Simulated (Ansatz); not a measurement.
**CdSe (F-43m) as a strained film**

```
CELL_PARAMETERS angstrom
3.06678 3.06678 0.00000
-3.06678 3.06678 0.00000
0.00000 3.06678 3.06678
ATOMIC_POSITIONS crystal
Cd 0.00000 0.00000 0.00000
Se 0.75000 0.25000 0.50000
```

This cell was relaxed by PAW under r²SCAN. A film on a (001) substrate is mimicked by stretching x and y by ε∥; the length along z and the atoms then relax by PAW (default files of Ansatz 0.2.0, cutoff 500 eV, stress met within about 0.05 GPa). Stress and levels come from r²SCAN, PAW on Ansatz 0.2.0's default frozen-core files (fitted under PBE), scalar-relativistic; k mesh 6×6×6, fixed occupations, cutoff 500 eV. Conduction levels are in eV over the valence top, at fixed fractional wave vectors.

| ε∥ (%) | ε⊥ (%) | σ∥ (GPa, tension positive) | Γ | L (oblique) | X ∥ z | X ⊥ z | 2nd valence level at Γ | 3rd |
| --- | --- | --- | --- | --- | --- | --- | --- | --- |
| -2.0 | 2.844 | -0.91 | 1.005 | 2.780 | 3.559 | 3.386 | 0.000 | -0.167 |
| -1.0 | 1.384 | -0.47 | 1.025 | 2.815 | 3.531 | 3.449 | 0.000 | -0.078 |
| -0.5 | 0.698 | -0.23 | 1.032 | 2.827 | 3.520 | 3.480 | 0.000 | -0.039 |
| 0.0 | 0.000 | -0.01 | 1.038 | 2.837 | 3.511 | 3.511 | 0.000 | 0.000 |
| 0.5 | -0.670 | 0.23 | 1.007 | 2.807 | 3.467 | 3.505 | -0.036 | -0.036 |
| 1.0 | ? | ? | ? | ? | ? | ? | ? | ? |
| 2.0 | -2.963 | 0.79 | 0.918 | 2.711 | 3.340 | 3.492 | -0.141 | -0.141 |

The last two columns are counted from the highest valence level at Γ.

**Question.** How does the film contract along z, and how stiff is it in the plane?

**Answer.** Quadratic fits through the 6 rows shown have slopes dε⊥/dε∥ = -1.442 and dσ∥/dε∥ = 42.9 GPa at zero strain. Elasticity asks −2C12/C11 = -1.456 and C11 + C12 − 2C12²/C11 = 42.1 GPa, from PAW constants C11 = 63.1, C12 = 45.9 GPa. At the level of the σ∥ column the films keep up to 0.04 GPa along z against the unstrained cell; this and the cubic term, which a quadratic fit over ±2 % leaves out, limit the agreement.

**Question.** Which shear deformation potential b does the valence splitting give?

**Answer.** Without spin-orbit coupling the single level moves against the pair by 3b(ε⊥ − ε∥): -0.0385 eV at ε⊥ − ε∥ = 0.01198 and 0.0358 eV at -0.01170, so b = -1.05 eV.

**Question.** Fill the row at ε∥ = 1.0 %.

**Answer.** The fits give ε⊥ = -1.457 % and σ∥ = 0.41 GPa. Computed: ε⊥ (%) = -1.454, σ∥ (GPa, tension positive) = 0.41, Γ = 0.976, L (oblique) = 2.775, X ∥ z = 3.420, X ⊥ z = 3.499, 2nd valence level at Γ = -0.073, 3rd = -0.073. The levels have a kink at zero strain, where another valence state takes the top, so one parabola doesn't fit them.

**Question.** What is the slope of the gap under small compression and under small tension?

**Answer.** dE_g/dε∥ is 12 meV per % on the compressed side and -63 on the stretched side, so the gap falls either way. The lowest conduction level stays at Γ.

Known limits: this zinc-blende form is metastable at ambient conditions; frozen-core PAW files fitted under PBE, their cores solved anew for the functional of the run; no spin-orbit coupling on heavy atoms; semilocal gaps are low, and the spacing of valleys can be off by tenths of an eV; levels are read at fixed fractional k, so an edge that moves off these points is missed; with spin-orbit coupling the valence top splits by 2|b| and not 3|b| times the shear while that is small against the spin-orbit gap, so the gap's slopes differ from these.
